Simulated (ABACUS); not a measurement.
**BN: equation of state with PBE**

The system is BN.

```
N B
1.0
     2.49824    0.00000    0.00000
    -1.24912    2.16354    0.00000
     0.00000    0.00000    6.63570
N B
2 2
Direct
  0.66667 0.33333 0.25000
  0.33333 0.66667 0.75000
  0.66667 0.33333 0.75000
  0.33333 0.66667 0.25000
```

| Property | Result |
| --- | --- |
| Program | ABACUS 3.10.1 |
| Task | equation of state |
| Functional | PBE |
| Potentials or basis | PseudoDojo NC SR 0.4.1 PBE standard |
| Cutoff | 1143 eV |
| Density cutoff | 4572 eV |
| Basis | plane waves |
| k mesh | 8 × 8 × 3 |
| Occupations | fermi-dirac, width 0.05 eV |
| Spin | no spin polarisation |

```yaml
Equilibrium_volume: 9.14 Å³/atom
Bulk_modulus_at_fixed_shape_and_positions: 236 GPa
Pressure_derivative_of_the_bulk_modulus: "3.6 (rough: it moves with the points fitted)"
```

Energy against volume, from the lowest point:
```
volume (Å³/atom)  energy (meV/atom)
           8.429              46.43
           8.787              10.79
           9.146               0.00
           9.505               9.95
```

All runs of the series together: 15 s on 4 threads of Intel(R) Xeon(R) 6975P-C (Granite Rapids) (shared host).

Caveat: the k mesh is coarse (spacing up to 0.36 Å⁻¹), so the values aren't converged; the cell was scaled at fixed shape and fractional positions, which overstates the stiffness of a crystal with free parameters, most of all of layers and chains; this functional lacks dispersion, which binds the layers, so the pressure and a relaxed spacing across them are unreliable.
